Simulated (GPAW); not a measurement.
Write an ASE script for GPAW 26.7.0 that does the following.

- Task: relaxation of cell and atoms
- Functional: PBEsol
- Dispersion: D4
- Potentials or basis: PAW data sets generated in the run's folder for this functional
- Cutoff: 800 eV
- Basis: pw
- k mesh: 9 × 9 × 9
- Occupations: fermi-dirac, width 0.05 eV
- Spin: collinear spin, ferromagnetic start
- Starting moments: [2.0, 0.0] μB
- Maxiter: 150
- Optimizer: BFGS
- Fmax: 0.02 eV/Å
- Max steps: 60
- Convergence: density=1e-05 forces=0.0001

The system is CoO.

```
CELL_PARAMETERS angstrom
-1.50800 1.50800 2.10725
1.50800 -1.50800 2.10725
1.50800 1.50800 -2.10725
ATOMIC_POSITIONS crystal
Co 0.00000 0.00000 0.00000
O 0.50000 0.50000 0.00000
```

The input as run:

run.py

```python
from ase import Atoms
from ase.calculators.mixing import SumCalculator
from ase.filters import FrechetCellFilter
from ase.io import write
from ase.optimize import BFGS
from dftd4.ase import DFTD4
from gpaw import GPAW, PW, setup_paths

setup_paths.insert(0, '.')

atoms = Atoms(['Co', 'O'],
              cell=[[-1.50800044, 1.50800044, 2.10725036],
                    [1.50800044, -1.50800044, 2.10725036],
                    [1.50800044, 1.50800044, -2.10725036]],
              scaled_positions=[[0.0, 0.0, 0.0],
                                [0.5, 0.5, 0.0]],
              pbc=True)
atoms.set_initial_magnetic_moments([2.0, 0.0])

calc = GPAW(mode=PW(800),
            xc='PBEsol',
            kpts={'size': (9, 9, 9), 'gamma': True},
            occupations={'name': 'fermi-dirac', 'width': 0.05},
            nbands=17,
            convergence={'density': 1e-05, 'forces': 0.0001},
            maxiter=150,
            txt='gpaw.txt')
atoms.calc = SumCalculator([calc, DFTD4(method='pbesol')])
opt = BFGS(FrechetCellFilter(atoms), trajectory='relax.traj', logfile='-')
done = opt.run(fmax=0.02, steps=60)
calc.write('gs.gpw')
write('result.traj', atoms)
print('Converged:', done)
print('Cell:', atoms.cell.cellpar().round(4))
print('Volume:', round(atoms.get_volume(), 4))
print(atoms.get_scaled_positions().round(5))
```

Potentials or basis: PAW data sets generated in the run's folder for this functional, pw.

Launch:

```console
$ gpaw-setup -f PBEsol Co O
$ OMP_NUM_THREADS=1 python run.py
```

Results of the run:

The relaxed volume is 9.01 Å³/atom. The relaxed cell is a = 2.942 Å, b = 2.942 Å, c = 2.942 Å, α = 119.99°, β = 119.99°, γ = 90.02° and the space group after relaxing (to 0.05 Å) is Fm-3m (No. 225). The energy gained by relaxing is 19.1 meV/atom and the ionic steps are 6. The pressure after relaxing is 0.2 GPa. The band gap on the k mesh is none (metal or under the smearing width) and the net moment is 2.74 μB per cell. The site moments are Co +2.38; O +0.21 μB. The dispersion energy per atom is -0.166 eV.

Caveat: each step starts from the last one's moments, so a moment once lost doesn't come back; later steps reuse the first step's grids; a cell with one magnetic atom can't hold antiferromagnetic order, which such compounds often take; semilocal functionals often make such compounds metallic where correlation or magnetic order opens a gap, which also shifts bond lengths; pairwise dispersion overbinds metals, which lowers pressure and volume.

Run time: 8.7 min on 1 thread of Arm Neoverse V2 (shared host), peak memory 0.43 GiB.
